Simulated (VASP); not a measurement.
# Ga2O3 (C2/m) in VASP: further runs

The runs below take Ga2O3 through single point, with PBE.

Program: VASP 6.6.1. These are calculated values, not measurements. Logs are shortened: lines on timing, memory, paths and dates and some standing lists are left out, and cuts for length are marked.

## Step 1: Starting point

The structure is monoclinic, space group C2/m (No. 12). Conventional cell: a = 12.214 Å, b = 3.037 Å, c = 5.798 Å, α = 90.00°, β = 103.83°, γ = 90.00°. Ga (site symmetry m) is surrounded by 6 O at 1.94 to 2.07 Å. Ga (site symmetry m) is surrounded by 4 O at 1.83 to 1.86 Å. O (site symmetry m) has 3 Ga at 1.83 to 1.94 Å as nearest neighbours. O (site symmetry m) is surrounded by 4 Ga at 1.86 to 2.07 Å. O (site symmetry m) has 3 Ga at 1.83 to 1.94 Å as nearest neighbours.

## Step 2: Single point, PBE

INCAR reads:

```
PREC = Accurate
ENCUT = 520
EDIFF = 1E-7
ISMEAR = 0
SIGMA = 0.05
LREAL = F
LASPH = T
NELM = 100
ALGO = Normal
ISIF = 2
LWAVE = F
LCHARG = F
GGA = PE
ADDGRID = F
```

KPOINTS reads:

```
Automatic mesh
0
Gamma
  5 5 3
```

POSCAR reads:

```
Ga2O3
1.0
    6.1070000000     -1.5185500000      0.0000000000
    6.1070000000      1.5185500000      0.0000000000
   -1.3859888959      0.0000000000      5.6300087380
Ga O
4 6
Direct
    0.3413400000      0.3413400000      0.6859800000
    0.6586600000      0.6586600000      0.3140200000
    0.9095000000      0.9095000000      0.2054000000
    0.0905000000      0.0905000000      0.7946000000
    0.5041000000      0.5041000000      0.7434000000
    0.4959000000      0.4959000000      0.2566000000
    0.8267000000      0.8267000000      0.4368000000
    0.1733000000      0.1733000000      0.5632000000
    0.8355000000      0.8355000000      0.8902000000
    0.1645000000      0.1645000000      0.1098000000
```

Potentials or basis: VASP PAW PBE potentials, release 64 (Ga_d, O).

Started as:

```sh
> cat potpaw_PBE.64/Ga_d/POTCAR potpaw_PBE.64/O/POTCAR > POTCAR
> mpirun -np 1 vasp_std > vasp.out
```

OUTCAR:

```text
PREC = Accurate
   ENCUT = 520
   EDIFF = 1E-7
   ISMEAR = 0
   LREAL = F
   LASPH = T
   NELM = 100
   ISIF = 2
   GGA = PE

 Found     24 irreducible k-points:

 Following reciprocal coordinates:
            Coordinates               Weight
  0.000000  0.000000  0.000000      1.000000
  0.200000 -0.000000 -0.000000      4.000000
  0.400000 -0.000000 -0.000000      4.000000
  0.200000  0.200000 -0.000000      2.000000
  0.400000  0.200000 -0.000000      4.000000
 -0.400000  0.200000  0.000000      4.000000
   k-points           NKPTS =     24   k-points in BZ     NKDIM =     24   number of bands    NBANDS=     52
   number of dos      NEDOS =    301   number of ions     NIONS =     10
   total plane-waves  NPLWV = 110592
   dimension x,y,z NGX =    48 NGY =   48 NGZ =   48
   dimension x,y,z NGXF=    96 NGYF=   96 NGZF=   96
   ions per type =               4   6
   NGX,Y,Z   is equivalent  to a cutoff of  12.68, 12.68, 13.76 a.u.
   NGXF,Y,Z  is equivalent  to a cutoff of  25.36, 25.36, 27.53 a.u.
 SYSTEM =  unknown system
   PREC   = accura    normal or accurate (medium, high low for compatibility)
   ISTART =      0    job   : 0-new  1-cont  2-samecut
   ICHARG =      2    charge: 1-file 2-atom 10-const
   ISPIN  =      1    spin polarized calculation?
   LNONCOLLINEAR =      F non collinear calculations
   LSORBIT =      F    spin-orbit coupling
   LASPH  =      T    aspherical Exc in radial PAW
   ENCUT  =  520.0 eV  38.22 Ry    6.18 a.u.  11.70 11.70 10.78*2*pi/ulx,y,z
   NELM   =    100;   NELMIN=  2; NELMDL= -5     # of ELM steps
   EDIFF  = 0.1E-06   stopping-criterion for ELM
   LREAL  =      F    real-space projection
   EDIFFG = 0.1E-05   stopping-criterion for IOM
   NSW    =      0    number of steps for IOM
   IBRION =     -1    ionic relax: 0-MD 1-quasi-New 2-CG
   NFREE  =      0    steps in history (QN), initial steepest desc. (CG)
   ISIF   =      2    stress and relaxation
   ISYM   =      2    0-nonsym 1-usesym 2-fastsym
   POTIM  = 0.5000    time-step for ionic-motion
   TEBEG  =    0.0;   TEEND  =   0.0 temperature during run
   PSTRESS=    0.0 pullay stress
   NELECT =      88.0000    total number of electrons
   NUPDOWN=      -1.0000    fix difference up-down
   EMIN   =  10.00;   EMAX   =-10.00  energy-range for DOS
   EFERMI =   0.00;   METHOD = LEGACY
   ISMEAR =     0;   SIGMA  =   0.05  broadening in eV -4-tet -1-fermi 0-gaus
   EFERMI_NEDOS =   21; number of points for ismear=-14 and -15
   IALGO  =     38    algorithm
   IMIX   =      4    mixing-type and parameters
     AMIX     =   0.40;   BMIX     =  1.00
     AMIX_MAG =   1.60;   BMIX_MAG =  1.00
  volume/ion in A,a.u.               =      10.44        70.47
  Fermi-wavevector in a.u.,A,eV,Ry     =   1.546335  2.922150 32.533613  2.391153
  Thomas-Fermi vector in A             =   2.651586
   LORBIT       =      0    0 simple, 1 ext, 2 COOP (PROOUT), +10 PAW based schemes
   GGA     = PE    functional components
   LHFCALC =     F    Hartree Fock is set to
   AEXX    =    0.0000 exact exchange contribution
   IVDW    =     0    specifies the selected vdW correction
   LEPSILON=     F    determine dielectric tensor
   LRPA    =     F    only Hartree local field effects (RPA)
 non-spin polarized calculation
 Gauss-broadening in eV      SIGMA  =   0.05
  energy-cutoff  :      520.00
  volume of cell :      104.42
 maximum number of plane-waves:      2840
   NGX = 23   NGY = 23   NGZ = 21

 number of electron      88.0000020 magnetization

 Free energy of the ion-electron system (eV)
  ---------------------------------------------------
  ext. energy  EPLUGINS =         0.00000000
  ---------------------------------------------------
  free energy    TOTEN  =       -59.49964910 eV

  energy without entropy =      -59.49964910  energy(sigma->0) =      -59.49964910

 E-fermi :   4.0904     XC(G=0): -11.6433

 val. band max:        3.8783378684   @ k =   0.0000   0.0000   0.0000
 cond. band min:       6.3204723733   @ k =   0.0000   0.0000   0.0000
 fundamental gap:      2.4421345050
 Fermi energy:         4.0903575265

 k-point     1 :       0.0000    0.0000    0.0000
  band No.  band energies     occupation
      1     -15.0572      2.00000
      2     -13.8901      2.00000
      3     -13.8559      2.00000
      4     -13.7336      2.00000
      5     -13.2609      2.00000
      6     -13.2461      2.00000
[... 44 lines left out ...]
     51      13.3134      0.00000
     52      13.3886      0.00000

 k-point     2 :       0.2000   -0.0000   -0.0000
  band No.  band energies     occupation
      1     -14.7573      2.00000
      2     -13.8377      2.00000
      3     -13.7770      2.00000
      4     -13.5733      2.00000
      5     -13.2663      2.00000
      6     -13.2471      2.00000
[... 44 lines left out ...]
     51      13.5242      0.00000
     52      14.1940      0.00000

 k-point     3 :       0.4000   -0.0000   -0.0000
  band No.  band energies     occupation
      1     -14.1028      2.00000
      2     -13.7297      2.00000
      3     -13.6206      2.00000
      4     -13.5168      2.00000
      5     -13.2478      2.00000
      6     -13.2444      2.00000
[... 44 lines left out ...]
     51      13.7493      0.00000
     52      14.0624      0.00000

 k-point     4 :       0.2000    0.2000   -0.0000
  band No.  band energies     occupation
      1     -14.9837      2.00000
      2     -14.1093      2.00000
      3     -13.8819      2.00000
      4     -13.5709      2.00000
      5     -13.2671      2.00000
      6     -13.2455      2.00000
[... 44 lines left out ...]
     51      13.1740      0.00000
     52      13.6466      0.00000

 k-point     5 :       0.4000    0.2000   -0.0000
  band No.  band energies     occupation
      1     -14.6292      2.00000
      2     -14.0980      2.00000
      3     -13.7632      2.00000
      4     -13.4759      2.00000
      5     -13.2665      2.00000
      6     -13.2459      2.00000
[... 44 lines left out ...]
     51      13.5179      0.00000
     52      14.1679      0.00000

 k-point     6 :      -0.4000    0.2000    0.0000
  band No.  band energies     occupation
      1     -13.9969      2.00000
      2     -13.8536      2.00000
      3     -13.5865      2.00000
      4     -13.5463      2.00000
      5     -13.2444      2.00000
      6     -13.2420      2.00000
[... 44 lines left out ...]
     51      13.9115      0.00000
     52      14.2236      0.00000

 [... further k-points ...]

------------------------ aborting loop because EDIFF is reached ----------------------------------------

  FORCE on cell =-STRESS in cart. coord.  units (eV):
  Direction    XX          YY          ZZ          XY          YZ          ZX
  --------------------------------------------------------------------------------------
  -------------------------------------------------------------------------------------
  Total        6.4567537      7.1605434      6.2985042      0.0000000      0.0000000      0.1059630
  in kB       99.0669339    109.8652840     96.6388888      0.0000000      0.0000000      1.6258068
  external PRESSURE =     101.8570356 kB  Pullay stress =       0.0000000 kB

 VOLUME and BASIS-vectors are now :
 -----------------------------------------------------------------------------
  energy-cutoff  :      520.00
  volume of cell :      104.42
      direct lattice vectors                 reciprocal lattice vectors
     6.107000000 -1.518550000  0.000000000     0.081873260 -0.329261467  0.020155462
     6.107000000  1.518550000  0.000000000     0.081873260  0.329261467  0.020155462
    -1.385988896  0.000000000  5.630008738     0.000000000  0.000000000  0.177619618

 POSITION                                       TOTAL-FORCE (eV/Angst)
 -----------------------------------------------------------------------------------
      3.21837      0.00000      3.86207         0.032503      0.000000     -0.058493
      7.60965      0.00000      1.76794        -0.032503      0.000000      0.058493
     10.82395      0.00000      1.15640        -0.108921      0.000000     -0.069479
      0.00406      0.00000      4.47360         0.108921      0.000000      0.069479
      5.12673      0.00000      4.18535        -0.163761      0.000000     -0.056041
      5.70128      0.00000      1.44466         0.163761      0.000000      0.056041
      9.49191      0.00000      2.45919         0.032104      0.000000      0.047080
      1.33610      0.00000      3.17082        -0.032104      0.000000     -0.047080
      8.97099      0.00000      5.01183        -0.222371      0.000000      0.100819
      1.85702      0.00000      0.61817         0.222371      0.000000     -0.100819
 -----------------------------------------------------------------------------------
    total drift:                                0.000000      0.000000      0.000000

  FREE ENERGIE OF THE ION-ELECTRON SYSTEM (eV)
  ---------------------------------------------------
  free  energy   TOTEN  =       -59.4996490998 eV

  energy  without entropy=      -59.4996490998  energy(sigma->0) =      -59.49964910
```

Wall time 2.5 min (1 thread of AMD EPYC 9R45 (Zen 5), shared host); peak memory 0.32 GiB.

These settings aren't checked as converged: the numbers below hold their error.

What came out:

```
Free energy            : -59.4996 eV
Pressure               : 10.2 GPa
Largest force          : 0.244 eV/Å
Band gap on the k mesh : 2.44 eV, direct
```

Caveat: the k mesh is coarse (spacing up to 0.43 Å⁻¹), so the values aren't converged.

## Step 3: Single point, PBE

INCAR: that of step 2 with these lines changed.

```diff
@@ -1,3 +1,3 @@
 PREC = Accurate
-ENCUT = 520
+ENCUT = 280
 EDIFF = 1E-7
```

KPOINTS reads:

```
Automatic mesh
0
Gamma
  8 8 4
```

POSCAR is that of step 2.

Potentials or basis: VASP PAW PBE potentials, release 64 (Ga_d, O).

Started as:

```sh
> cat potpaw_PBE.64/Ga_d/POTCAR potpaw_PBE.64/O/POTCAR > POTCAR
> mpirun -np 1 vasp_std > vasp.out
```

It took 2.7 min on 1 thread of AMD EPYC 9R45 (Zen 5), shared host; peak memory 0.24 GiB.

The run converged, but a check on its numbers failed (symmetry, net force, bounds or a known fault of this set-up), so they aren't taken as properties of the crystal.

Caveat: the cutoff lies under the usual one of these potentials, so the numbers hold a large basis-set error; a pressure of tens of GPa on the cell as given is suspect, and the run, the potentials or the cell itself is likely at fault.

## Step 4: Single point, PBE

INCAR: that of step 3 with these lines changed.

```diff
@@ -1,3 +1,3 @@
 PREC = Accurate
-ENCUT = 280
+ENCUT = 650
 EDIFF = 1E-7
```

KPOINTS reads:

```
Automatic mesh
0
Gamma
  5 5 3
```

POSCAR is that of step 3.

Started as:

```sh
> cat potpaw_PBE.64/Ga_d/POTCAR potpaw_PBE.64/O/POTCAR > POTCAR
> mpirun -np 1 vasp_std > vasp.out
```

Wall time 3.4 min (1 thread of AMD EPYC 9R45 (Zen 5), shared host); peak memory 0.4 GiB.

The run converged, but some of its settings lie outside the range that counts as converged, so its numbers aren't taken as properties of the crystal.

What came out:

* Free energy: -59.5278 eV
* Pressure: 9.8 GPa
* Largest force: 0.243 eV/Å
* Band gap on the k mesh: 2.44 eV, direct

Caveat: the k mesh is coarse (spacing up to 0.43 Å⁻¹), so the values aren't converged.

## Step 5: For comparison

An earlier run on the cell as given: functional PBE; potentials or basis VASP PAW PBE potentials, release 64 (Ga_d, O); cutoff 520 eV; k mesh 9 × 9 × 5; occupations fermi-dirac, width 0.05 eV; no spin polarisation.

* Pressure: 10.2 GPa
* Largest force: 0.245 eV/Å
* Band gap on the k mesh: 2.42 eV, indirect (least direct gap 2.44 eV)
